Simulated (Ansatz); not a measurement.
# Al: a vibration from a frozen displacement

All numbers below come from Ansatz 0.2.0, DFT PBEsol, scalar-relativistic, plane waves, PAW. Settings: plane waves to 420 eV, k-mesh 14×14×14 (Γ-centred), Gaussian smearing 0.15 eV. No spin polarisation. Energies are free energies at this smearing, counted from the undisturbed cell; pressure is positive in compression.

Zero of the scan (relaxed at this level; this bcc form isn't the usual structure):

```yaml
crystal:
  lattice:
    - [3.21288, -3.21288, -3.21288]
    - [-3.21288, 3.21288, -3.21288]
    - [3.21288, 3.21288, 3.21288]
  atoms:
    - { symbol: Al, position: [0.50000, 0.50000, 0.00000] }
    - { symbol: Al, position: [0.50000, 0.00000, 0.00000] }
    - { symbol: Al, position: [0.00000, 0.50000, 0.00000] }
    - { symbol: Al, position: [0.00000, 0.00000, 0.00000] }
    - { symbol: Al, position: [0.50000, 0.50000, 0.50000] }
    - { symbol: Al, position: [0.50000, 0.00000, 0.50000] }
    - { symbol: Al, position: [0.00000, 0.50000, 0.50000] }
    - { symbol: Al, position: [0.00000, 0.00000, 0.50000] }
```

Atom 1 (Al) is moved by x along the Cartesian unit vector (1.000, 0.000, 0.000); the cell and all other atoms stay fixed. The cell's volume is 132.66 Å³; the moved atoms weigh 26.982 u together and the others 188.871 u. Some rows repeat others by symmetry and weren't run.

```
  x (Å)  ΔE (meV/cell) total force on the moved atoms along the move (eV/Å) pressure (GPa)
-0.4500         436.86                                                1.9815          1.7117
-0.4050         352.51                                                1.7684          1.3767
-0.3600         277.62                                                1.5608          1.0774
-0.3150         211.97                                                1.3577          0.8136
-0.2700         155.37                                                1.1580          0.5851
-0.1800          68.83                                                0.7667          0.2334
-0.0900          17.18                                                0.3819          0.0221
 0.0000           0.00                                                0.0000         -0.0485
 0.0900          17.18                                               -0.3819          0.0221
 0.1800          68.83                                               -0.7667          0.2334
 0.2700         155.37                                               -1.1580          0.5851
 0.3150         211.97                                               -1.3577          0.8136
 0.3600         277.62                                               -1.5608          1.0774
 0.4050         352.51                                               -1.7684          1.3767
 0.4500         436.86                                               -1.9815          1.7117
```

Task: What frequency belongs to this motion?

Result: The force constant is k = −dF/dx = 4.243 eV/Å², from the parabola through x = -0.0900, 0 and 0.0900. In every cell the moved atoms swing against the rest, so the mass is μ = m₁m₂/(m₁ + m₂) = 23.609 u, and ν̃ = 521.5 cm⁻¹ × √(|k|/μ) = 221 cm⁻¹. The pattern needn't be a normal mode: ν̃² is then a weighted mean of the squared nonzero frequencies at the zone centre of this cell, so it lies between the lowest and the highest of them.

Task: How far does the harmonic law reach?

Result: At x = -0.450 Å, kx²/2 = 429.64 meV against the computed 436.86 meV (+1.7 %): the well is still close to harmonic there.

Task: The pressure changes with x². What does that say about the frequency under compression?

Result: With E = k(V)x²/2, k ∝ V^(−2γ) and x scaling with the cell as V^(1/3), P − P0 = −∂E/∂V = (2γ − 2/3) ΔE/V. At x = 0.1800 Å, V(P − P0) = 132.66 × 0.28187 / 160.2 eV = 233.39 meV and ΔE = 68.83 meV, so γ = 1/3 + V(P − P0)/(2ΔE) = 2.03. This is the Grüneisen parameter of the motion under uniform scaling of the cell: shrinking the cell evenly by 1 % in volume raises the frequency by about 2.03 %.

In a metal these slopes depend on the k mesh and the smearing.